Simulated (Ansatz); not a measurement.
## TiO2 monolayer (2H): modes against uniaxial strain along a, the zigzag direction, with the width clamped

Wanted: the shifts of the zone-centre modes of TiO2 monolayer (2H) with strain.

Program: Ansatz 0.2.0. Level of theory: DFT PBE, scalar-relativistic, plane waves, PAW; PAW set soft_1. Results are calculated unless marked as measured.

Report form: the programs' logs are mostly left out.

## (1) Starting point

The cell holds 3 atoms: 1 Ti and 2 O. Its edges and angles: a = 3.020 Å, b = 3.020 Å, c = 28.700 Å, α = 90.0°, β = 90.0°, γ = 120.0°. Vacuum lies along c. The height across the vacuum is the one that the program set for its solve, not the one typed.

## (2) A rough relaxation first

A rough relaxation comes first, because large forces or stress need no tight tolerances yet. The program lengthens the typed cell of 20.0 Å along the normal to 28.7 Å, as its cut-off of the electrostatics needs, and moves no atom.

input.yaml

```yaml
crystal:
  lattice:
    - [3.02, 0.0, 0.0]
    - [-1.51, 2.6154, 0.0]
    - [0.0, 0.0, 20.0]
  atoms:
    - { symbol: Ti, position: [0.333333, 0.666667, 0.5] }
    - { symbol: O, position: [0.666667, 0.333333, 0.56125] }
    - { symbol: O, position: [0.666667, 0.333333, 0.43875] }
  periodic: [true, true, false]
kpoints:
  mp_grid: { grid: [9, 9, 1] }
hamiltonian:
  xc: pbe
  pseudopotentials: { kind: paw, azcp: { folder: soft_1 } }
scf:
  occupations: { method: gaussian, width: 0.1 }
output:
  forces: true
  stress: true
  eigenvalues: true
relax:
  adjacent_minimum: "off"
  f_tol: 0.05
  max_steps: 80
  cell: { stress_2d_tol: 0.02 }
```

Run with:

```
ansatz run input.yaml --threads 4 --pin off --max-ram 16384MiB --backend cpu --events-out ev --progress --plain --runs-dir out
```

The job ended after 22 s (4 threads of Arm Neoverse N1, shared host; peak memory 0.48 GiB; 80 s of CPU time).

The steps of the relaxation:

```tsv
step	energy less that of the first step (eV)	largest force component (eV/Å)	volume (Å³)
1	0.0000	2.6530	226.69
2	-0.4079	0.9233	220.64
3	-0.5533	0.0511	204.01
4	-0.5565	0.0432	206.96
5	-0.5567	0.0093	206.65
6*	-0.5520	0.0078	206.65
7	-0.5521	0.0003	206.40
8*	-0.5520	0.0004	206.40
```

Relaxation steps marked * repeat the geometry before them on a plane-wave basis chosen anew for their cell, so energy and pressure can jump there.

Forces are held to the 12 operations that the run works with; a distortion that breaks them can't arise in this run.

```tsv
cell as run	before	after	change
a (Å)	3.020	2.882	-4.6 %
b (Å)	3.020	2.882	-4.6 %
```

The atoms that moved most (Å, along periodic axes as changes of fractional coordinates times the final cell, across vacuum about the mean position):

```tsv
atom	dx	dy	dz	length
O2	0.000	0.000	-0.099	0.099
O3	0.000	0.000	0.099	0.099
```

Final coordinates:

```xyz
3
Lattice="2.8817 0.0000 0.0000 -1.4408 2.4956 0.0000 0.0000 0.0000 28.7000" Properties=species:S:1:pos:R:3
Ti    0.0000    1.6637   10.0000
O     1.4408    0.8319   11.1264
O     1.4408    0.8319    8.8736
```

This step gave:

| Quantity | Value |
| --- | --- |
| gap on the k-mesh | 1.240 eV |
| area per atom | 2.397 Å² |

The relaxation ends with a largest force component of 3.5e-4 eV/Å.

## (3) Bringing the structure to rest

Harmonic phonons are second derivatives at a point where the forces vanish, and they are wanted at zero stress, so atoms and cell are relaxed first.

input.yaml

```yaml
crystal:
  lattice:
    - [2.8816904279, 0.0, 0.0]
    - [-1.4408452139, 2.4956171164, 0.0]
    - [0.0, 0.0, 28.7]
  atoms:
    - { symbol: Ti, position: [0.3333333333, 0.6666666667, 0.3484320557] }
    - { symbol: O, position: [0.6666666667, 0.3333333333, 0.3876803542] }
    - { symbol: O, position: [0.6666666667, 0.3333333333, 0.3091837573] }
  periodic: [true, true, false]
kpoints:
  mp_grid: { grid: [12, 12, 1] }
hamiltonian:
  xc: pbe
  pseudopotentials: { kind: paw, azcp: { folder: soft_1 } }
scf:
  occupations: { method: gaussian, width: 0.02 }
output:
  forces: true
  stress: true
  eigenvalues: true
  write_density: true
  write_potential: true
  elf: true
  volumetric_format: npy
relax:
  adjacent_minimum: "off"
  f_tol: 0.005
  max_steps: 80
  cell: { stress_2d_tol: 0.02 }
```

Wall time 10 s (4 threads); peak memory 0.46 GiB; 38 s of CPU time.

Little changed from the start: no atom moved by 0.005 Å and no cell edge by 0.1 %.

Numbers from this step:

| Property | Result |
| --- | --- |
| gap on the k-mesh | 1.218 eV |

Electrostatic potential energy in the ac plane at fractional y = 0.333, with atoms of O within 0.2 Å of it. With pseudopotentials it is smooth inside the atoms' cores, unlike the true potential.

Ten even steps from '0' (-31 eV) to '9' (0 eV), each cell a mean:
```
999999999999999
999999999999999
999999999999999
999999999999999
999999999999999
999999999999999
999999999999999
999999999999999
999999999999999
999999999999999
999999999999999
999999999999999
999999999999999
999999999999999
888888731000137
421124566555665
777777720000027
999999999999999
999999999999999
999999999999999
999999999999999
999999999999999
999999999999999
999999999999999
```
Columns run along a (2.9 Å; values clipped at the 3rd and 97th percentile), rows up along c (28.7 Å). Atoms in or near the plane, at fractional coordinates: O at (0.67, 0.39), O at (0.67, 0.31).

Valence density in the ac plane at fractional y = 0.333, with atoms of O within 0.2 Å of it. It is the smooth field of the valence electrons, not physical close to the nuclei.

Ten steps, logarithmic in the rise over the least value, from '_' (0.0 e/Å³) to '@' (5.8 e/Å³), each cell a mean:
```
______________________________
______________________________
______________________________
______________________________
______________________________
______________________________
______________________________
______________________________
______________________________
______________________________
______________________________
______________________________
______________________________
____________....::::::::::....
--::::::::--++**%%@@@@@@%%**++
====++++========++******++====
==--::::--==++##%%@@@@@@%%##++
..________....::----------::..
______________________________
______________________________
______________________________
______________________________
______________________________
______________________________
```
Columns run along a (2.9 Å), rows up along c (28.7 Å). Atoms in or near the plane, at fractional coordinates: O at (0.67, 0.39), O at (0.67, 0.31).

ELF in the ac plane at fractional y = 0.333, with atoms of O within 0.2 Å of it. It is the smooth field of the valence electrons, not physical close to the nuclei.

Ten even steps from '_' (0.00) to '@' (0.81), each cell a mean:
```
______________________________
______________________________
______________________________
______________________________
______________________________
______________________________
______________________________
______________________________
______________________________
______________________________
______________________________
______________________________
______________________________
..________..::==++******++==::
++::____::++@@@@@@%%##%%@@@@%%
....::::....::==++++++++++==::
++::____::++%%@@@@%%##%%@@@@%%
..________..--++**######**++--
______________________________
______________________________
______________________________
______________________________
______________________________
______________________________
```
Columns run along a (2.9 Å), rows up along c (28.7 Å). Atoms in or near the plane, at fractional coordinates: O at (0.67, 0.39), O at (0.67, 0.31).

## (4) Tight relaxation

Phonons need small forces and stress, so the relaxation is finished with tight tolerances on 12×12×1 k points.

input.yaml, the sections that differ from step 3:

```yaml
scf:
  occupations: { method: fixed }
output:
  forces: true
  stress: true
  eigenvalues: true
relax:
  adjacent_minimum: "off"
  f_tol: 0.001
  max_steps: 60
  cell: { stress_2d_tol: 0.002 }
# crystal, kpoints, hamiltonian: as in step 3
```

The job ended after 13 s (4 threads; peak memory 0.46 GiB; 49 s of CPU time).

Little changed from the start: no atom moved by 0.005 Å and no cell edge by 0.1 %.

The largest force component left is 0.40 meV/Å, within the tolerances set.

## (5) Zone-centre response at rest

Phonons follow from the second derivative of the energy, found here by linear response.

The modes at rest are the reference of the series.

input.yaml, the sections that differ from step 4:

```yaml
crystal:
  lattice:
    - [2.8816503617, 0.0, 0.0]
    - [-1.4408251808, 2.495582418, 0.0]
    - [0.0, 0.0, 28.7]
  atoms:
    - { symbol: Ti, position: [0.3333333333, 0.6666666667, 0.3484320557] }
    - { symbol: O, position: [0.6666666667, 0.3333333333, 0.3876806237] }
    - { symbol: O, position: [0.6666666667, 0.3333333333, 0.3091834878] }
  periodic: [true, true, false]
output:
  eigenvalues: true
phonons:
  method: dfpt
# kpoints, hamiltonian, scf: as in step 4
# relax: removed
```

The job ended after 49 s (4 threads; peak memory 0.84 GiB; 3.2 min of CPU time).

Numbers from this step:

| Item | Value |
| --- | --- |
| sum-rule residual before enforcement | 3.22e-4 eV/Å² |
| point group | -6m2 |
| highest optical mode at the zone centre (no LO-TO term) | 717.8 cm⁻¹ |
| lowest optical zone-centre mode | -300.6 cm⁻¹ |

Without the LO-TO term. Patterns of degenerate modes are one choice out of their space. The modes at Γ (shares of kinetic energy by element, %) (negative means imaginary):

```tsv
mode	frequency (cm⁻¹)	symmetry	Ti %	O %
1	-300.6	E''	0	100
2	-300.6	E''	0	100
3	0.0	acoustic	60	40
4	0.0	acoustic	60	40
5	0.0	acoustic	60	40
6	405.1	E'	40	60
7	405.1	E'	40	60
8	603.3	A2''	40	60
9	717.8	A1'	0	100
```

Displacements in mode 2 (-300.6 cm⁻¹), the largest set to 1:
```
Ti1  0.00  0.00  0.00
O2   0.18  1.00  0.00
O3  -0.18 -1.00  0.00
```

Displacements in mode 8 (603.3 cm⁻¹), the largest set to 1:
```
Ti1  0.00  0.00  0.67
O2   0.00  0.00 -1.00
O3   0.00  0.00 -1.00
```

Before it was imposed, the acoustic sum rule was missed by 3.2e-4 eV/Å². Small misses are needed for a sound result but don't prove that mesh and cutoff are converged. The lowest optical mode is imaginary, 300.6i cm⁻¹, so the energy falls along it.

## (6) A member of the series: uniaxial strain of +5 % along a, the zigzag direction, with the width clamped

The cell takes a uniaxial strain of +5 % along a, the zigzag direction, with the width clamped. The cell is held, and the atoms relax in it.

input.yaml

```yaml
crystal:
  lattice:
    - [3.0257328797, 0.0, 0.0]
    - [-1.5128664398, 2.495582418, 0.0]
    - [0.0, 0.0, 28.7]
  atoms:
    - { symbol: Ti, position: [0.3342094061, 0.6684188122, 0.3484320557] }
    - { symbol: O, position: [0.6662286303, 0.3324572605, 0.3874546568] }
    - { symbol: O, position: [0.6662286303, 0.3324572605, 0.3094094546] }
  periodic: [true, true, false]
kpoints:
  mp_grid: { grid: [12, 12, 1] }
hamiltonian:
  xc: pbe
  pseudopotentials: { kind: paw, azcp: { folder: soft_1 } }
scf:
  occupations: { method: gaussian, width: 0.02 }
output:
  forces: true
  stress: true
  eigenvalues: true
relax:
  adjacent_minimum: "off"
  f_tol: 0.001
  max_steps: 60
```

Elapsed: 43 s, on 4 threads; peak memory 0.55 GiB.

Hardly anything moved in the relaxation; the energy changed by under 0.2 meV an atom.

This step gave:

| Item | Value |
| --- | --- |
| gap on the k-mesh | 1.020 eV |
| area per atom | 2.517 Å² |

The largest force component left is 0.0074 meV/Å.

## (7) Zone-centre modes of the member: uniaxial strain of +5 % along a, the zigzag direction, with the width clamped

The zone-centre modes follow for uniaxial strain of +5 % along a, the zigzag direction, with the width clamped.

input.yaml, the sections that differ from step 6:

```yaml
crystal:
  lattice:
    - [3.0257328797, 0.0, 0.0]
    - [-1.5128664398, 2.495582418, 0.0]
    - [0.0, 0.0, 28.7]
  atoms:
    - { symbol: Ti, position: [0.334694852, 0.6693897041, 0.3484320557] }
    - { symbol: O, position: [0.6659859073, 0.3319718146, 0.3874121301] }
    - { symbol: O, position: [0.6659859073, 0.3319718146, 0.3094519813] }
  periodic: [true, true, false]
scf:
  occupations: { method: fixed }
output:
  eigenvalues: true
phonons:
  method: dfpt
# kpoints, hamiltonian: as in step 6
# relax: removed
```

Wall time 76 s (4 threads); peak memory 0.92 GiB; 4.9 min of CPU time.

This step gave:

- sum-rule residual before enforcement: 6.99e-5 eV/Å²
- point group: mm2
- highest optical mode at the zone centre (no LO-TO term): 711.9 cm⁻¹
- lowest optical zone-centre mode: -349.8 cm⁻¹

Without the LO-TO term. Patterns of degenerate modes are one choice out of their space. Modes at Γ, with each element's share of the kinetic energy (negative means imaginary):

```tsv
mode	frequency (cm⁻¹)	symmetry	Ti %	O %
1	-349.8	B1	0	100
2	-336.1	A2	0	100
3	0.0	acoustic	60	40
4	0.0	acoustic	60	40
5	0.0	acoustic	60	40
6	355.5	B2	40	60
7	372.5	A1	40	60
8	562.6	B1	40	60
9	711.9	A1	0	100
```

Displacements in mode 1 (-349.8 cm⁻¹), the largest set to 1:
```
Ti1  0.00  0.00  0.03
O2   0.00  1.00 -0.04
O3   0.00 -1.00 -0.04
```

Displacements in mode 7 (372.5 cm⁻¹), the largest set to 1:
```
Ti1  0.00  0.67  0.00
O2   0.00 -1.00  0.07
O3   0.00 -1.00 -0.07
```

The lowest optical mode is imaginary, 349.8i cm⁻¹, so the energy falls along it, and the highest lies at 711.9 cm⁻¹.

## (8) Relaxation of a member: uniaxial strain of -3 % along a, the zigzag direction, with the width clamped

The cell takes a uniaxial strain of -3 % along a, the zigzag direction, with the width clamped. The cell is held, and the atoms relax in it.

input.yaml

```yaml
crystal:
  lattice:
    - [2.7952008508, 0.0, 0.0]
    - [-1.3976004254, 2.495582418, 0.0]
    - [0.0, 0.0, 28.7]
  atoms:
    - { symbol: Ti, position: [0.3334399823, 0.6668799646, 0.3484320557] }
    - { symbol: O, position: [0.6666133422, 0.3332266844, 0.3878197314] }
    - { symbol: O, position: [0.6666133422, 0.3332266844, 0.30904438] }
  periodic: [true, true, false]
kpoints:
  mp_grid: { grid: [12, 12, 1] }
hamiltonian:
  xc: pbe
  pseudopotentials: { kind: paw, azcp: { folder: soft_1 } }
scf:
  occupations: { method: gaussian, width: 0.02 }
output:
  forces: true
  stress: true
  eigenvalues: true
relax:
  adjacent_minimum: "off"
  f_tol: 0.001
  max_steps: 60
```

Wall time 31 s (4 threads); peak memory 0.53 GiB.

Hardly anything moved in the relaxation; the energy changed by under 0.2 meV an atom.

This step gave:

- gap on the k-mesh: 1.285 eV
- area per atom: 2.325 Å²

The largest force component left is 0.17 meV/Å.

## (9) Zone-centre modes of the member: uniaxial strain of -3 % along a, the zigzag direction, with the width clamped

The zone-centre modes follow for uniaxial strain of -3 % along a, the zigzag direction, with the width clamped.

input.yaml, the sections that differ from step 8:

```yaml
crystal:
  lattice:
    - [2.7952008508, 0.0, 0.0]
    - [-1.3976004254, 2.495582418, 0.0]
    - [0.0, 0.0, 28.7]
  atoms:
    - { symbol: Ti, position: [0.3336099766, 0.6672199532, 0.3484320557] }
    - { symbol: O, position: [0.666528345, 0.3330566901, 0.3878952496] }
    - { symbol: O, position: [0.666528345, 0.3330566901, 0.3089688618] }
  periodic: [true, true, false]
scf:
  occupations: { method: fixed }
output:
  eigenvalues: true
phonons:
  method: dfpt
# kpoints, hamiltonian: as in step 8
# relax: removed
```

Run time: 65 s. Hardware: 4 threads; peak memory 0.83 GiB; 4.2 min of CPU time.

This step gave:

* sum-rule residual before enforcement: 7.24e-5 eV/Å²
* highest optical mode at the zone centre (no LO-TO term): 721.7 cm⁻¹
* lowest optical zone-centre mode: -275.2 cm⁻¹

Without the LO-TO term. Patterns of degenerate modes are one choice out of their space. The modes at Γ (shares of kinetic energy by element, %) (negative means imaginary):

```tsv
mode	frequency (cm⁻¹)	symmetry	Ti %	O %
1	-275.2	A2	0	100
2	-265.9	B1	0	100
3	0.0	acoustic	60	40
4	0.0	acoustic	60	40
5	0.0	acoustic	60	40
6	425.3	A1	40	60
7	428.7	B2	40	60
8	631.4	B1	40	60
9	721.7	A1	0	100
```

The lowest optical mode is imaginary, 275.2i cm⁻¹, so the energy falls along it, and the highest lies at 721.7 cm⁻¹.

## (10) The series together

The members are set side by side, also those not shown above.

Energies are extrapolated to zero smearing, and E0 is that at rest; imaginary frequencies occur in the series; the cell is clamped and the atoms are relaxed. State of the crystal along the series:

```tsv
strain (%)	E - E0 (meV/atom)	gap on mesh (eV)
-3	12.41	1.285
-2	5.389	1.263
-1	1.318	1.242
0	0	1.218
1	1.255	1.177
2	4.942	1.137
3	10.86	1.097
4	18.86	1.058
5	28.78	1.02
```

Optical modes are counted from below at rest and tracked from member to member by their patterns, and modes that stay within 0.3 cm⁻¹ of each other stand once; labels, where given, are those at rest, then, where named, those of the strained cell; imaginary frequencies occur in the series; the cell is clamped and the atoms are relaxed. Optical modes along the series:

```tsv
strain (%)	optical mode 1 E'' single part (cm⁻¹)	optical mode 2 E'' to A2 single part (cm⁻¹)	optical mode 3 E' single part (cm⁻¹)	optical mode 4 E' to A1 single part (cm⁻¹)	optical mode 5 A2'' (cm⁻¹)	optical mode 6 A1' to A1 (cm⁻¹)
-3	-265.9	-275.2	428.7	425.3	631.4	721.7
-2	-278	-283.8	421.6	418.5	621.9	720.4
-1	-289.6	-292.3	413.7	411.8	612.5	719.1
0	-300.6	-300.6	405.1	405.1	603.3	717.8
1	-311.3	-308.6	396	398.5	594.4	716.6
2	-321.5	-316.3	386.4	391.9	585.8	715.4
3	-331.3	-323.5	376.4	385.4	577.6	714.2
4	-340.8	-330.1	366.1	379	569.9	713
5	-349.8	-336.1	355.5	372.5	562.6	711.9
```

Value and slope at zero strain of a cubic (a lower polynomial where under five rows exist) through the rows within 2 % of rest. Slopes at rest:

```tsv
mode	frequency (cm⁻¹)	shift per percent of strain (cm⁻¹)
optical mode 3 E' single part	405.1	-8.85
optical mode 4 E' to A1 single part	405.1	-6.65
optical mode 5 A2''	603.3	-9.05
optical mode 6 A1' to A1	717.8	-1.26
```

## (11) Outcome

| Property | Result |
| --- | --- |
| members | 9 |
| highest optical mode at the zone centre (no LO-TO term), at rest | 717.8 cm⁻¹ |
| optical mode 3 E' single part, shift per percent | -8.85 cm⁻¹ |
| optical mode 4 E' to A1 single part, shift per percent | -6.65 cm⁻¹ |
| optical mode 5 A2'', shift per percent | -9.05 cm⁻¹ |
| optical mode 6 A1' to A1, shift per percent | -1.26 cm⁻¹ |

What this shows: The strain lowers the symmetry: the level at 405.1 cm⁻¹ splits, into 355.5 and 372.5 cm⁻¹ at +5 %. The fastest shift in the table of slopes is -9.1 cm⁻¹ for each percent (optical mode 5 A2''). The width is clamped, so the contraction across the strain that a free sheet shows is left out. A mode is imaginary at strain (%) -3, -2, -1, 0, 1, 2, 3, 4 and 5, where this structure is not a minimum. These are harmonic frequencies at zero temperature: anharmonic shifts, linewidths and thermal expansion are left out. The starting cell was built on a prototype and not taken from a measurement. Only the zone centre was solved, so an instability at another wavevector cannot show here. In a sheet the LO-TO splitting vanishes at the zone centre, so no such term is missing here.

[Logs are printed without paths, hosts, clocks, repeated set-up lines and the standing remarks that a program may print on its own settings, such as how far it seeks lower states.]

[Hosts, paths, dates, database ids (printed as entryN), source tags and the programs' standing remarks are cut or masked in the printed files.]
